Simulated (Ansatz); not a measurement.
All numbers below come from Ansatz 0.2.0, DFT PBE, scalar-relativistic, plane waves, PAW. Several structures of SbSe₅ were relaxed, and the powder pattern of one of them was computed from 10° to 70° in 2θ (λ = 1.5406 Å; lines under 1 % are left out).

Cu Kα1 powder pattern (kinematic, no thermal factors).
```tsv
2θ (°)	relative intensity
15.78	85
19.40	6
21.25	7
23.46	6
29.36	4
31.86	100
32.76	48
34.27	13
36.55	21
37.15	11
39.26	2
39.38	3
40.68	3
43.28	20
43.56	4
46.34	69
47.98	15
48.14	10
48.62	4
49.81	1
50.36	9
55.32	20
56.33	3
57.64	2
59.31	16
59.85	1
59.87	4
60.90	1
62.20	2
63.74	1
66.01	1
66.58	11
66.71	3
67.10	2
67.93	2
68.66	5
```

Question: Which structure gives it?
A. Space group C2/m (No. 12), monoclinic, a = 8.092 Å, b = 5.576 Å, c = 8.767 Å, β = 115.8°. Around Sb lie 8 Se at 3.00–3.01 Å; Se on a site of symmetry 1 has 2 Se at 2.64–2.70 Å, 1 Se at 2.87 Å, 2 Sb at 3.00–3.01 Å and 1 Se at 3.46 Å; Se on a site of symmetry 2/m has 4 Se at 2.64 Å.
B. Space group Immm (No. 71), orthorhombic, a = 5.463 Å, b = 7.578 Å, c = 8.355 Å. Around Sb lie 6 Se at 2.73–2.80 Å; Se on a site of symmetry m has 3 Se at 2.74–2.85 Å and 1 Sb at 2.80 Å; Se on a site of symmetry mmm is surrounded by 2 Sb at 2.73 Å and 4 Se at 2.85 Å.
C. Space group P-3m1 (No. 164), trigonal, a = 3.826 Å, c = 13.277 Å. Around Sb lie 6 Se at 2.79 Å; Se on a site of symmetry 3m is surrounded by 3 Sb at 2.79 Å; around Se on a second site of symmetry 3m lie 3 Se at 2.69 Å; 1 more site not described.

Answer: B. Its strongest line, at 2θ = 31.86°, has d = λ/(2 sin θ) = 2.807 Å and is the (0 2 2) reflection of the conventional Immm cell with a = 5.463 Å, b = 7.578 Å, c = 8.355 Å. The others have their strongest lines at 39.5° (A); 30.1° (C).

The cells needn't be stable.
